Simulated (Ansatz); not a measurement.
**AlN (Fm-3m): zero-pressure volume and bulk modulus with revPBE**

An exercise on one series of results from a longer session: the logs are not shown, and one member is left open.

Method: DFT revPBE, scalar-relativistic, plane waves, PAW, in Ansatz 0.2.0.

### The starting structure

Symmetry: Fm-3m, No. 225, cubic system. The conventional cell has a = 3.956 Å, b = 3.956 Å, c = 3.956 Å, α = 90.00°, β = 90.00°, γ = 90.00°. Around Al (site symmetry m-3m) lie 6 N at 1.98 Å. N (site symmetry m-3m) has 6 Al at 1.98 Å in its first shell of neighbours.

As a file:

```cif
data_structure
_symmetry_space_group_name_H-M 'Fm-3m'
_symmetry_Int_Tables_number 225
_cell_length_a 3.9560
_cell_length_b 3.9560
_cell_length_c 3.9560
_cell_angle_alpha 90.000
_cell_angle_beta 90.000
_cell_angle_gamma 90.000
_cell_volume 61.91
loop_
_atom_site_label
_atom_site_type_symbol
_atom_site_symmetry_multiplicity
_atom_site_Wyckoff_symbol
_atom_site_fract_x
_atom_site_fract_y
_atom_site_fract_z
_atom_site_occupancy
Al1 Al 4 a 0.00000 0.00000 0.00000 1
N1 N 4 b 0.50000 0.00000 0.00000 1
```

An earlier run on this cell at PBE gave 25.56 GPa at 7.739 Å³/atom (10×10×10 mesh), mesh gap 5.17 eV. The cell is compressed at this level.

The first run:

input.yaml

```yaml
crystal:
  lattice:
    - [0.0, 1.9780005664, 1.9780005664]
    - [1.9780005664, 0.0, 1.9780005664]
    - [1.9780005664, 1.9780005664, 0.0]
  atoms:
    - { symbol: Al, position: [0.0, 0.0, 0.0] }
    - { symbol: "N", position: [0.5, 0.5, 0.5] }
basis:
  ecutwfc: 420
  ecutrho_ratio: 4
kpoints:
  mp_grid: { grid: [10, 10, 10] }
hamiltonian:
  xc: revpbe
scf:
  occupations: { method: gaussian, width: 0.05 }
output:
  forces: true
  stress: true
  eigenvalues: true
```

The run is started by

```
$ ansatz run input.yaml --threads 4 --pin off --max-ram 8192MiB --backend cpu --events-out ev --progress --plain --runs-dir out
```

Steps of the session up to this table: At the given cell; Stepping to 8.668 Å³/atom; Stepping to 8.546 Å³/atom; Volume × 0.98 of the new zero; Volume × 1.02 of the new zero; Volume × 0.96 of the new zero; Volume × 1.04 of the new zero.

One of the session's tables, all rows but one given; the rest of the session is left out.

It belongs to the step «Energy and pressure against volume». 

```
volume (Å³/atom)  energy (meV/atom)  pressure (GPa)
           8.204              11.42           10.95
           8.375                  ?               ?
           8.546               0.00            0.11
           8.717               2.42           -4.54
           8.888               9.52           -8.75
```

**Question.** Estimate the row for volume (Å³/atom) = 8.375.

Worked estimate for «energy (meV/atom)». A straight line through the neighbours (8.204, 11.42) and (8.546, 0.00) gives 11.42 + (0.00 − 11.42) × (8.375 − 8.204) / (8.546 − 8.204) = 5.71; a parabola fitted to 3 rows on both sides gives 3.00.

As computed: energy (meV/atom): 2.87; pressure (GPa): 5.26. In «energy (meV/atom)» the line misses by +2.84 and the parabola by +0.13.
